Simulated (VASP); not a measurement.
# Ca (Fm-3m) in VASP: notebook, part 2 of 3

VASP 6.6.1. The steps go on from the part before.

### 3 Density of states, SCAN0+rVV10 (volume scaled by 0.96)

The input, POSCAR:

```
Ca
1.0
    0.0000000000      2.7564359112      2.7564359112
    2.7564359112      0.0000000000      2.7564359112
    2.7564359112      2.7564359112      0.0000000000
Ca
1
Direct
    0.0000000000      0.0000000000      0.0000000000
```

The input, INCAR.step1:

```
PREC = Accurate
ENCUT = 520
EDIFF = 1E-5
ISMEAR = 0
SIGMA = 0.05
LREAL = False
LASPH = True
NELM = 100
ALGO = Normal
ISIF = 2
LWAVE = True
LCHARG = False
NBANDS = 11
GGA = PE
```

The input, INCAR.step2:

```
PREC = Accurate
ENCUT = 520
EDIFF = 1E-6
ISMEAR = -5
SIGMA = 0.05
LREAL = False
LASPH = True
NELM = 100
ALGO = Normal
ISIF = 2
LWAVE = False
LCHARG = False
METAGGA = SCAN
LHFCALC = True
AEXX = 0.25
LMIXTAU = True
PRECFOCK = Normal
LUSE_VDW = True
IVDW_NL = 2
BPARAM = 15.7
CPARAM = 0.0093
LORBIT = 11
NBANDS = 11
ISTART = 1
NEDOS = 1001
```

The input, KPOINTS:

```
regular mesh
0
Gamma
  4 4 4
```

Potentials or basis: VASP PAW PBE potentials, release 64 (Ca_sv).

Command:

```
> cat potpaw_PBE.64/Ca_sv/POTCAR > POTCAR
> cp INCAR.step1 INCAR
> mpirun -np 1 vasp_std > vasp.out
> cp INCAR.step2 INCAR
> mpirun -np 1 vasp_std > vasp.out
```

OUTCAR:

```text
PREC = Accurate
   ENCUT = 520
   EDIFF = 1E-6
   ISMEAR = -5
   LREAL = False
   LASPH = True
   NELM = 100
   ISIF = 2
   METAGGA = SCAN
   LHFCALC = True
   AEXX = 0.25
   PRECFOCK = Normal
   IVDW_NL = 2
   BPARAM = 15.7
   LORBIT = 11
   ISTART = 1

 ion  position               nearest neighbor table
   1  0.000  0.000  0.000-

  LATTYP: Found a face centered cubic cell.
 ALAT       =     5.5128718224

  Lattice vectors:

 A1 = (   0.0000000000,   2.7564359112,   2.7564359112)
 A2 = (   2.7564359112,   0.0000000000,   2.7564359112)
 A3 = (   2.7564359112,   2.7564359112,   0.0000000000)

Analysis of symmetry for initial positions (statically):
=====================================================================
 Subroutine PRICEL returns:
 Original cell was already a primitive cell.

 Routine SETGRP: Setting up the symmetry group for a
 face centered cubic supercell.

 Subroutine GETGRP returns: Found 48 space group operations
 (whereof 48 operations were pure point group operations)
 out of a pool of 48 trial point group operations.

The static configuration has the point symmetry O_h .

Analysis of symmetry for dynamics (positions and initial velocities):
=====================================================================
 Subroutine PRICEL returns:
[... 283 lines left out ...]
  Total        0.0110103      0.0110103      0.0110103     -0.0000000      0.0000000      0.0000000
  in kB        0.4211479      0.4211479      0.4211479     -0.0000000      0.0000000      0.0000000
  external PRESSURE =       0.4211479 kB  Pullay stress =       0.0000000 kB

 VOLUME and BASIS-vectors are now :
 -----------------------------------------------------------------------------
  energy-cutoff  :      520.00
  volume of cell :       41.89
      direct lattice vectors                 reciprocal lattice vectors
     0.000000000  2.756435911  2.756435911    -0.181393661  0.181393661  0.181393661
     2.756435911  0.000000000  2.756435911     0.181393661 -0.181393661  0.181393661
     2.756435911  2.756435911  0.000000000     0.181393661  0.181393661 -0.181393661

  length of vectors
     3.898189049  3.898189049  3.898189049     0.314183036  0.314183036  0.314183036

 FORCES acting on ions
    electron-ion (+dipol)            ewald-force                    non-local-force                 convergence-correction
 -----------------------------------------------------------------------------------------------
   -.232E-07 0.355E-07 0.494E-07   -.282E-15 0.733E-15 -.140E-14   0.000E+00 0.000E+00 0.000E+00   -.165E-05 -.148E-05 -.149E-05
 -----------------------------------------------------------------------------------------------
   -.232E-07 0.355E-07 0.494E-07   -.282E-15 0.733E-15 -.140E-14   0.000E+00 0.000E+00 0.000E+00   -.165E-05 -.148E-05 -.149E-05

 POSITION                                       TOTAL-FORCE (eV/Angst)
 -----------------------------------------------------------------------------------
      0.00000      0.00000      0.00000         0.000000      0.000000     -0.000000
 -----------------------------------------------------------------------------------
    total drift:                               -0.000002     -0.000001     -0.000001

--------------------------------------------------------------------------------------------------------

  FREE ENERGIE OF THE ION-ELECTRON SYSTEM (eV)
  ---------------------------------------------------
  free  energy   TOTEN  =        -7.4117035000 eV

  energy  without entropy=       -7.4117035000  energy(sigma->0) =       -7.41170350

--------------------------------------------------------------------------------------------------------

--------------------------------------------------------------------------------------------------------

 -----------------------------------------------------------------------------
|                                                                             |
|           W    W    AA    RRRRR   N    N  II  N    N   GGGG   !!!           |
|           W    W   A  A   R    R  NN   N  II  NN   N  G    G  !!!           |
|           W    W  A    A  R    R  N N  N  II  N N  N  G       !!!           |
|           W WW W  AAAAAA  RRRRR   N  N N  II  N  N N  G  GGG   !            |
|           WW  WW  A    A  R   R   N   NN  II  N   NN  G    G                |
|           W    W  A    A  R    R  N    N  II  N    N   GGGG   !!!           |
|                                                                             |
|     Tetrahedron method does not include variations of the Fermi             |
|     occupations, so forces and stress will be inaccurate. We suggest        |
|     using a different smearing scheme ISMEAR = 1 or 2 for metals in         |
|     relaxations.                                                            |
|                                                                             |
 -----------------------------------------------------------------------------

 total charge

# of ion       s       p       d       tot
------------------------------------------
    1        2.077   5.835   0.131   8.042

 BZINTS: Fermi energy:    2.041868;   10.000000 electrons
         Band energy:-0.234348E+03;  BLOECHL correction:   -0.001138

=======================================================================
```

OSZICAR.step1:

```text
N       E                     dE             d eps       ncg     rms          rms(c)
DAV:   1     0.669448813917E+02    0.66945E+02   -0.50626E+03   176   0.841E+02
DAV:   2    -0.403892712028E+00   -0.67349E+02   -0.66826E+02   194   0.208E+02
DAV:   3    -0.196328262213E+01   -0.15594E+01   -0.15399E+01   268   0.308E+01
DAV:   4    -0.200191601870E+01   -0.38633E-01   -0.38613E-01   244   0.444E+00
DAV:   5    -0.200260302008E+01   -0.68700E-03   -0.68695E-03   243   0.463E-01    0.215E+00
DAV:   6    -0.199639868048E+01    0.62043E-02   -0.80098E-03   214   0.101E+00    0.131E+00
DAV:   7    -0.199380089290E+01    0.25978E-02   -0.13782E-02   187   0.140E+00    0.101E-01
DAV:   8    -0.199351944375E+01    0.28145E-03   -0.14857E-03   199   0.362E-01    0.209E-02
DAV:   9    -0.199352740694E+01   -0.79632E-05   -0.10404E-04   250   0.815E-02    0.389E-03
DAV:  10    -0.199352842794E+01   -0.10210E-05   -0.48318E-06   134   0.202E-02
   1 F= -.19935284E+01 E0= -.19923233E+01  d E =-.241035E-02
```

It took 5.2 min on 1 thread of Intel Xeon Platinum 8488C (Sapphire Rapids), shared host; peak memory 0.28 GiB.

What came out:

```yaml
Free_energy: -7.4117 eV
Pressure: 0.0 GPa
Band_gap_on_the_k_mesh: none (metal or under the smearing width)
Valence_electrons_inside_the_program's_atomic_spheres: Ca 8.04
```

States per cell in windows of 1 eV (zero at the Fermi level; states under -8 eV left out):
```tsv
from (eV)	total	Ca1_d	Ca1_s	Ca1_p
-8.0	0.00	0.00	0.00	0.00
-7.0	0.00	0.00	0.00	0.00
-6.0	0.00	0.00	0.00	0.00
-5.0	0.13	0.00	0.01	0.00
-4.0	0.26	0.01	0.02	0.01
-3.0	0.40	0.02	0.02	0.01
-2.0	0.92	0.07	0.04	0.03
-1.0	0.28	0.03	0.01	0.01
0.0	0.15	0.03	0.00	0.01
1.0	1.62	0.37	0.01	0.06
2.0	1.56	0.56	0.00	0.02
3.0	0.85	0.42	0.00	0.00
4.0	1.90	1.06	0.01	0.01
5.0	2.39	1.59	0.01	0.02
6.0	1.93	1.31	0.03	0.03
7.0	0.94	0.42	0.07	0.02
```

Caveat: the k mesh is coarse (spacing up to 0.49 Å⁻¹), so the values aren't converged, least of all with exact exchange; the PAW data sets were made with another functional, which shifts forces and pressure a little; pairwise dispersion overbinds metals, which lowers pressure and volume; tetrahedron occupations give inexact forces and stress in metals.

### 4 Phonons, revTPSS+D3(BJ) (cell strained at random at fixed volume)

The input, POSCAR:

```
Ca
1.0
   -0.0390650000      2.8062550000      2.8102530000
    2.7255680000     -0.0087790000      2.7799670000
    2.7544070000      2.8048080000     -0.0376180000
Ca
1
Direct
    0.0006290000     -0.0131320000      0.0115240000
```

The input, INCAR.step1:

```
PREC     = Accurate       # precision mode
ENCUT    = 250            # plane-wave cutoff, eV
EDIFF    = 1E-8           # SCF threshold, eV
ISMEAR   = 1              # smearing method
SIGMA    = 0.2            # smearing width, eV
LREAL    = F              # projectors in reciprocal space
LASPH    = T              # aspherical terms in the spheres
NELM     = 60             # most SCF steps
ALGO     = Normal         # electronic algorithm
ISIF     = 3              # what is computed and relaxed
LWAVE    = F              # write WAVECAR
LCHARG   = F              # write CHGCAR
METAGGA  = RTPSS          # meta-GGA
LMIXTAU  = T            
IVDW     = 12             # dispersion correction
VDW_S6   = 1.0          
VDW_S8   = 1.4023       
VDW_A1   = 0.4426       
VDW_A2   = 4.4723       
IBRION   = 2              # ionic algorithm
NSW      = 40             # ionic steps
EDIFFG   = -0.002         # ionic threshold
```

The input, INCAR.step2:

```
PREC     = Accurate       # precision mode
ENCUT    = 250            # plane-wave cutoff, eV
EDIFF    = 1E-8           # SCF threshold, eV
ISMEAR   = 1              # smearing method
SIGMA    = 0.2            # smearing width, eV
LREAL    = F              # projectors in reciprocal space
LASPH    = T              # aspherical terms in the spheres
NELM     = 60             # most SCF steps
ALGO     = Normal         # electronic algorithm
ISIF     = 2              # what is computed and relaxed
LWAVE    = F              # write WAVECAR
LCHARG   = F              # write CHGCAR
METAGGA  = RTPSS          # meta-GGA
LMIXTAU  = T            
IVDW     = 12             # dispersion correction
VDW_S6   = 1.0          
VDW_S8   = 1.4023       
VDW_A1   = 0.4426       
VDW_A2   = 4.4723       
IBRION   = 6              # ionic algorithm
NFREE    = 2            
POTIM    = 0.015          # step
NSW      = 1              # ionic steps
```

The input, KPOINTS:

```
regular mesh
0
Gamma
  6 6 6
```

Potentials or basis: VASP PAW PBE potentials, release 64 (Ca_pv).

Command:

```
> cat potpaw_PBE.64/Ca_pv/POTCAR > POTCAR
> cp INCAR.step1 INCAR
> mpirun -np 1 vasp_std > vasp.out
> cp CONTCAR POSCAR
> cp INCAR.step2 INCAR
> mpirun -np 1 vasp_std > vasp.out
```

OUTCAR:

```text
PREC = Accurate
   ENCUT = 250
   EDIFF = 1E-8
   ISMEAR = 1
   LREAL = F
   LASPH = T
   NELM = 60
   ISIF = 2
   METAGGA = RTPSS
   IVDW = 12
   IBRION = 6
   NFREE = 2
   POTIM = 0.015
   NSW = 1
 IVDW          = 12

 ion  position               nearest neighbor table
   1  0.001  0.987  0.012-

  LATTYP: Found a triclinic cell.
 ALAT       =     3.7248929130
 B/A-ratio  =     1.5434881630
 C/A-ratio  =     0.9992826758
 COS(alpha) =     0.0001359156
 COS(beta)  =     0.4043188195
 COS(gamma) =     0.7717794318

  Lattice vectors:

 A1 = (  -2.3679752766,  -2.8753274587,  -0.0035082274)
 A2 = (   0.0012903082,  -5.7493279647,   0.0003378547)
 A3 = (  -2.3705475157,  -0.0008692859,   2.8697443394)

Analysis of symmetry for initial positions (statically):
=====================================================================
 Subroutine PRICEL returns:
 Original cell was already a primitive cell.

 Routine SETGRP: Setting up the symmetry group for a
 triclinic supercell.
[... 428 lines left out ...]
      5       5.0265     -0.00000
      6       5.0292     -0.00000
      7       5.7185     -0.00000
      8       5.8262     -0.00000
[... 243 lines left out ...]
 k-point    24 :       0.5000    0.0000    0.1667
  band No.  band energies     occupation
      1     -20.6268      2.00000
      2     -20.5322      2.00000
      3     -20.4816      2.00000
      4       1.5082      2.00000
      5       2.8861     -0.05389
      6       4.1727     -0.00000
      7       5.8055     -0.00000
      8       6.9153      0.00000

 [... further k-points ...]

------------------------ aborting loop because EDIFF is reached ----------------------------------------

 Edisp (eV)   -0.31545

 E8    (eV) :    -0.1999
[... 24 lines left out ...]
  FREE ENERGIE OF THE ION-ELECTRON SYSTEM (eV)
  ---------------------------------------------------
  free  energy   TOTEN  =        -2.5494498624 eV

  energy  without entropy=       -2.5476513355  energy(sigma->0) =       -2.54885035

 INTERNAL STRAIN TENSORS FROM DISPLACED ATOMS
 ============================================

 INTERNAL STRAIN TENSOR FOR ION    1 for displacements in x,y,z  (eV/Angst):
          X           Y           Z          XY          YZ          ZX
  --------------------------------------------------------------------------------
  x     0.00000     0.00000     0.00000     0.00000     0.00000     0.00000
  y     0.00000     0.00000     0.00000     0.00000     0.00000     0.00000
  z     0.00000     0.00000     0.00000     0.00000     0.00000     0.00000

 Eigenvectors and eigenvalues of the dynamical matrix
 ----------------------------------------------------

   1 f  =    0.000000 THz     0.000000 2PiTHz    0.000000 cm-1     0.000000 meV
             X         Y         Z           dx          dy          dz
      2.362901  0.035395  2.841164    -0.998496    0.005017   -0.054599

   2 f  =    0.000000 THz     0.000000 2PiTHz    0.000000 cm-1     0.000000 meV
             X         Y         Z           dx          dy          dz
      2.362901  0.035395  2.841164     0.015449    0.981201   -0.192368

   3 f/i=    0.000000 THz     0.000000 2PiTHz    0.000000 cm-1     0.000000 meV
             X         Y         Z           dx          dy          dz
      2.362901  0.035395  2.841164    -0.052608    0.192922    0.979803

 ELASTIC MODULI CONTR FROM IONIC RELAXATION (kBar)
 Direction    XX          YY          ZZ          XY          YZ          ZX
 --------------------------------------------------------------------------------
 XX           0.0000      0.0000      0.0000      0.0000      0.0000      0.0000
 YY           0.0000      0.0000      0.0000      0.0000      0.0000      0.0000
 ZZ           0.0000      0.0000      0.0000      0.0000      0.0000      0.0000
 XY           0.0000      0.0000      0.0000      0.0000      0.0000      0.0000
 YZ           0.0000      0.0000      0.0000      0.0000      0.0000      0.0000
 ZX           0.0000      0.0000      0.0000      0.0000      0.0000      0.0000
 --------------------------------------------------------------------------------
```

OUTCAR.step1:

```text
PREC = Accurate
   ENCUT = 250
   EDIFF = 1E-8
   ISMEAR = 1
   LREAL = F
   LASPH = T
   NELM = 60
   ISIF = 3
   METAGGA = RTPSS
   IVDW = 12
   IBRION = 2
   NSW = 40
   EDIFFG = -0.002
 IVDW          = 12

[... 668 lines left out ...]
      4       1.5087      2.00000
      5       2.8866     -0.05388
      6       4.1721     -0.00000
      7       5.8043     -0.00000
      8       6.9139      0.00000

 [... further k-points ...]

------------------------ aborting loop because EDIFF is reached ----------------------------------------

 Edisp (eV)   -0.31545

 E8    (eV) :    -0.1999
[... 24 lines left out ...]
  FREE ENERGIE OF THE ION-ELECTRON SYSTEM (eV)
  ---------------------------------------------------
  free  energy   TOTEN  =        -2.5538121564 eV

  energy  without entropy=       -2.5520086331  energy(sigma->0) =       -2.55321098

 reached required accuracy - stopping structural energy minimisation
```

It took 20 min on 1 thread of Intel Xeon Platinum 8488C (Sapphire Rapids), shared host; peak memory 0.15 GiB.

The run converged, but some of its settings lie outside the range that counts as converged, so its numbers aren't taken as properties of the crystal.

Results:

```yaml
Relaxed_volume: 39.13 Å³/atom
Relaxed_cell: a = 4.064 Å, b = 3.725 Å, c = 3.725 Å, α = 66.13°, β = 56.89°, γ = 56.93°
Space_group_after_relaxing_to_0.05_Å: I4/mmm (No. 139)
Dispersion_energy_per_atom: -0.315 eV
```

Caveat: the PAW data sets were made with another functional, which shifts forces and pressure a little.

(Part 2 of 3 ends here.)
